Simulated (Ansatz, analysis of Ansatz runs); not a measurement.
# Substitutional P in diamond: charge-transition level against experiment

How near does this set-up come to the measured charge-transition level? Subject: substitutional P in diamond. Set-up: HSE06 on PBE structures, 32-site cell, PBE lattice, 420 eV, k: 2x2x2 shifted 0.5 0.5 0.5 then the zone centre alone. The model is a cell of 32 host atoms with 1 C taken out and 1 P put in. The level is the Fermi energy at which two charge states have equal formation energy, after a correction for the images of the charge. Exact exchange opens the gap, stiffens bonds and lessens the self-interaction error, at many times the cost.

Measured beforehand: (+1/0) level below the conduction-band bottom: 0.6 eV, by known donor activation energy used as empirical marker; method not stated in the paper (quoted in “Hunting the elusive shallow n-type donor – An ab initio study of Li and N co-doped diamond”, 2021, S. Conejeros et al., quoting earlier work (2000)). (+1/0) level below the conduction-band bottom: 0.62 eV, by donor ionization energy (cited; method not stated) (quoted in “Phosphorescence and donor-acceptor pair recombination in laboratory-grown diamonds”, 2023, Jiahui Zhao et al., quoting earlier work (2013)). The calculation is set beside it at the end.

Calculated with Ansatz 0.2.0; plane-wave PAW DFT, PBE; relaxation of all atoms of a defect supercell.

Most raw output is cut from this account.

In doubt: a hybrid run on one k-point (step 3), which bears on gaps, levels and energies; the hybrid run may have settled on a false gap or state (Ansatz), so the values of those runs are not to be relied on.

### Step 1. The structure

The cell holds 32 atoms: 31 C and 1 P. Its edges and angles: a = 6.186 Å, b = 6.186 Å, c = 6.186 Å, α = 109.5°, β = 109.5°, γ = 109.5°. It derives from C (space group Fd-3m). Nearest the centre at fractional (0.500, 0.500, 0.500): P11 at 0.00 Å, C32 at 1.55 Å, C27 at 1.55 Å, C23 at 1.55 Å, C26 at 1.55 Å, C16 at 2.53 Å, C12 at 2.53 Å, C13 at 2.53 Å. The cell carries charge +1.

The host's primitive cell comes from a first run (plane-wave PAW DFT, PBE; relaxation of the host's cell and atoms): vectors of 2.525, 2.525 and 2.525 Å. That is 5.69 Å³ an atom, 0.4 % over the diffraction cell's volume. The supercell is built on it.

### Step 2. Relaxation, charge +1

Every later number rests on the structure around the defect, so the atoms are relaxed at the host's lattice first.

relax0/input.yaml

```yaml
relax:
  f_tol: 0.02
  max_steps: 80
  random_displacement: { amplitude: 0.05, seed: 748 }
crystal:
  lattice:
    - [-3.57158176, 3.57158176, 3.57158176]
    - [3.57158176, -3.57158176, 3.57158176]
    - [3.57158176, 3.57158176, -3.57158176]
  atoms:
    - { symbol: C, position: [0.0, 0.0, 0.5] }
    - { symbol: C, position: [0.0, 0.25, 0.25] }
    - { symbol: C, position: [0.0, 0.5, 0.0] }
    - { symbol: C, position: [0.0, 0.75, 0.75] }
    - { symbol: C, position: [0.25, 0.0, 0.25] }
    - { symbol: C, position: [0.25, 0.25, 0.0] }
    - { symbol: C, position: [0.25, 0.5, 0.75] }
    - { symbol: C, position: [0.25, 0.75, 0.5] }
    - { symbol: C, position: [0.5, 0.0, 0.0] }
    - { symbol: C, position: [0.5, 0.25, 0.75] }
    - { symbol: P, position: [0.5, 0.5, 0.5] }
    - { symbol: C, position: [0.5, 0.75, 0.25] }
    - { symbol: C, position: [0.75, 0.0, 0.75] }
    - { symbol: C, position: [0.75, 0.25, 0.5] }
    - { symbol: C, position: [0.75, 0.5, 0.25] }
    - { symbol: C, position: [0.75, 0.75, 0.0] }
    - { symbol: C, position: [0.0, 0.0, 0.25] }
    - { symbol: C, position: [0.0, 0.25, 0.0] }
    - { symbol: C, position: [0.0, 0.5, 0.75] }
    - { symbol: C, position: [0.0, 0.75, 0.5] }
    - { symbol: C, position: [0.25, 0.0, 0.0] }
    - { symbol: C, position: [0.25, 0.25, 0.75] }
    - { symbol: C, position: [0.25, 0.5, 0.5] }
    - { symbol: C, position: [0.25, 0.75, 0.25] }
    - { symbol: C, position: [0.5, 0.0, 0.75] }
    - { symbol: C, position: [0.5, 0.25, 0.5] }
    - { symbol: C, position: [0.5, 0.5, 0.25] }
    - { symbol: C, position: [0.5, 0.75, 0.0] }
    - { symbol: C, position: [0.75, 0.0, 0.5] }
    - { symbol: C, position: [0.75, 0.25, 0.25] }
    - { symbol: C, position: [0.75, 0.5, 0.0] }
    - { symbol: C, position: [0.75, 0.75, 0.75] }
  host:
    repeats: [1, 1, 1]
    atoms:
      - { symbol: C, position: [0.0, 0.0, 0.5] }
      - { symbol: C, position: [0.0, 0.25, 0.25] }
      # ... 30 more atoms of the perfect host
total_charge: 1
basis:
  ecutwfc: 420
  xc_grid: 2
hamiltonian:
  xc: pbe
kpoints:
  mp_grid: { grid: [2, 2, 2], shift: [0.5, 0.5, 0.5] }
scf:
  occupations: { method: fermi_dirac, width: 0.01 }
  max_iter: 120
output:
  forces: true
  charged_corrections:
    epsilon: 5.85
    static_epsilon: 5.85
    defect_position: [0.5, 0.5, 0.5]
checkpoint:
  write: "../relax0.run"
  compress: false
  write_wavefunctions: true
  write_every: 100000
```

Run with:

```sh
> ansatz run input.yaml --threads 2 --pin off --max-ram 3768MiB --backend cpu --events-out ev --progress --plain --runs-dir out
```

Wall time 11 s (2 threads of Intel Xeon Gold 6455B (Sapphire Rapids), shared host); peak memory 0.59 GiB; 21 s of CPU time.

The steps of the relaxation:

```
step  energy less that of the first step (eV)  largest force component (eV/Å)
   1                                   0.0000                          5.5554
   2                                  -2.6360                          2.6595
   3                                  -3.3606                          0.3116
   4                                  -3.3739                          0.0053
   5                                  -3.3739                          0.0055
```

The atoms that moved most (Å, from the sites as typed, ahead of the random displacement, the mean shift of all atoms taken out):

```csv
atom,dx,dy,dz,length
C27,-0.089,-0.089,0.088,0.153
C32,0.088,0.088,0.089,0.153
C23,0.089,-0.089,-0.088,0.153
C26,-0.088,0.089,-0.089,0.153
C14,-0.026,0.026,-0.005,0.037
C8,0.026,-0.026,-0.005,0.037
C4,0.005,0.026,0.026,0.037
C15,-0.026,-0.005,0.026,0.037
```

The relaxed structure:

```xyz
32
Lattice="-3.5716 3.5716 3.5716 3.5716 -3.5716 3.5716 3.5716 3.5716 -3.5716" Properties=species:S:1:pos:R:3 pbc="T T T"
C     1.7864    1.7886   -1.7889
C     1.7915   -0.0229   -0.0288
C     1.7864   -1.7829    1.7827
C     5.3631    0.0286    0.0226
C    -0.0251    1.7937   -0.0288
C    -0.0251   -0.0229    1.7877
C     3.5980    1.7836   -0.0288
C     3.5980   -0.0229    1.7776
C    -1.7852    1.7887    1.7827
C     1.7814    3.6002   -0.0288
P     1.7864    1.7886    1.7827
C     1.7814   -0.0229    3.5942
C     0.0264    5.3653    0.0226
C    -0.0251    3.6002    1.7776
C    -0.0251    1.7836    3.5942
C     0.0264    0.0286    5.3593
C     0.9056    0.9078   -0.9026
C     0.9056   -0.8966    0.9019
C     4.4772    0.9023   -0.9081
C     4.4772   -0.9022    0.8963
C    -0.8988    0.9079    0.9019
C     2.6672    2.6694   -0.9026
C     2.7678    0.8072    0.8013
C     2.6673   -0.8966    2.6635
C     0.9001    4.4794   -0.9081
C     0.8051    2.7701    0.8013
C     0.8050    0.8072    2.7641
C     0.9001   -0.9022    4.4735
C    -0.9044    4.4794    0.8964
C    -0.8988    2.6695    2.6635
C    -0.9043    0.9023    4.4735
C     2.7678    2.7700    2.7641
```

Neighbours of P11 at the end:

| atom | distance (Å) |
| --- | --- |
| C27 | 1.700 |
| C32 | 1.700 |
| C26 | 1.700 |
| C23 | 1.700 |
| C16 | 2.562 |
| C2 | 2.562 |
| C6 | 2.562 |
| C12 | 2.562 |
| C5 | 2.562 |
| C15 | 2.562 |
| C13 | 2.562 |
| C4 | 2.562 |
| C7 | 2.562 |
| C10 | 2.562 |
| C14 | 2.562 |
| C8 | 2.562 |

Read from the output:

```
free energy : -8541.9640 eV
```

The other runs of this kind differ in structure, charge or spin alone:

```csv
run,outcome,energy less the first (eV),moment (μB),time
"relaxation, charge +1",converged,0.0000,0.00,11 s
"relaxation, charge 0",converged,17.7328,1.00,47 s
```

The relaxation ends 105 meV an atom lower than the displaced start, with a largest force component of 0.0055 eV/Å.

### Step 3. Single point, charge +1

The relaxed structure is kept, and the final numbers are taken at the final level and k-points.

This step: plane-wave PAW DFT, HSE06; single point of a defect supercell on the structure relaxed with PBE.

point0/input.yaml

```yaml
crystal:
  lattice:
    - [-3.57158176, 3.57158176, 3.57158176]
    - [3.57158176, -3.57158176, 3.57158176]
    - [3.57158176, 3.57158176, -3.57158176]
  atoms:
    - { symbol: C, position: [-3.345e-05, -0.000343345, 0.500489689] }
    - { symbol: C, position: [-0.007235858, 0.246761595, 0.247595189] }
[... 1 atom line left out ...]
    - { symbol: C, position: [0.007173621, 0.753969526, 0.754805995] }
[... 1 atom line left out ...]
    - { symbol: C, position: [0.247069373, 0.246759881, -0.006714243] }
[... 1 atom line left out ...]
    - { symbol: C, position: [0.245647233, 0.752548409, 0.500490547] }
[... 2 atom lines left out ...]
    - { symbol: P, position: [0.499966612, 0.499657054, 0.500488546] }
    - { symbol: C, position: [0.499964301, 0.752550882, 0.24617854] }
    - { symbol: C, position: [0.754276224, 0.006863731, 0.754801331] }
[... 1 atom line left out ...]
    - { symbol: C, position: [0.752859814, 0.499657549, 0.246175807] }
[... 7 atom lines left out ...]
    - { symbol: C, position: [0.225185788, 0.499658239, 0.500491519] }
[... 2 atom lines left out ...]
    - { symbol: C, position: [0.499966404, 0.224878959, 0.500495412] }
    - { symbol: C, position: [0.499962726, 0.49965248, 0.225706499] }
[... 4 atom lines left out ...]
    - { symbol: C, position: [0.774747474, 0.774439126, 0.775264463] }
  host:
    repeats: [1, 1, 1]
    atoms:
      - { symbol: C, position: [0.0, 0.0, 0.5] }
      - { symbol: C, position: [0.0, 0.25, 0.25] }
      # ... 30 more atoms of the perfect host
total_charge: 1
basis:
  ecutwfc: 420
  xc_grid: 2
hamiltonian:
  xc: hse06
kpoints:
  mp_grid: { grid: [1, 1, 1] }
scf:
  occupations: { method: fermi_dirac, width: 0.01 }
  max_iter: 120
output:
  forces: true
  charged_corrections:
    epsilon: 5.85
    static_epsilon: 5.85
    defect_position: [0.5, 0.5, 0.5]
  eigenvalues: true
checkpoint:
  read: "../relax0.run"
  write: "../point0.run"
  compress: false
  write_wavefunctions: true
  write_every: 100000
```

Wall time 9.2 s (2 threads); peak memory 0.63 GiB; 16 s of CPU time.

Numbers from this step:

```yaml
free_energy: -8540.0260 eV
```

The series, run alike:

| run | outcome | energy less the first (eV) | moment (μB) | time |
| --- | --- | --- | --- | --- |
| single point, charge +1 | converged | 0.0000 | 0.00 | 9.2 s |
| single point, charge 0 | converged | 17.8219 | 1.00 | 18 s |

### Step 4. Charge-transition levels

A charged cell feels its images and has its own zero of potential; this step corrects both and places the level between the host's band edges.

This step: place-levels on HSE06 runs: charge-transition levels with image-charge correction and potential alignment at the atomic sites.

levels.yaml

```yaml
host:
  run: host.point.run
states: [point0.run, point1.run]
geometry_from:
  point0.run: relax0.run
  point1.run: relax1.run
```

Run with:

```sh
> ansatz place-levels levels.yaml -- --threads 2 --pin off --max-ram 3768MiB
```

It took 0.34 s on 2 threads.

This step gave:

- gap: 6.009 eV

### Step 5. What came out

```yaml
static_dielectric_constant_used: 5.8
band_gap_of_the_host: 6.01 eV
plus_1_over_0_level_below_the_conduction_band_bottom: 2.02 eV
time_of_the_whole_chain: 1.7 min on 2 threads
```

**Reading.** (+1/0) level below the conduction-band bottom: computed 2.02 eV, measured 0.6 eV and 0.62 eV; 1.40 eV deeper than the nearest measurement. The level is counted in a gap of 6.01 eV, and the correction is screened by a dielectric constant of 5.8 from a linear-response run on the host (PBE). The bound state has a long tail, so in cells of 64 to 216 sites the impurity band still disperses by tenths of an eV and the level moves with cell and k-points. Limits: the band edges were read at the supercell's own k-points, which can miss the true edges by tenths of an eV; the zone centre alone is a coarse sampling for this cell; the structure comes from another functional than the final numbers; the periodic copies of the defect are only 6.2 Å apart.

[Logs are printed without paths, hosts, clocks, repeated set-up lines and the standing remarks that a program may print on its own settings, such as how far it seeks lower states.]

[Hosts, paths, dates, database ids (printed as entryN), source tags and the programs' standing remarks are cut or masked in the printed files.]

[For some hosts the program warned that the k-mesh of the response run may be too coarse for force constants and the static dielectric constant; such warnings are not shown here.]
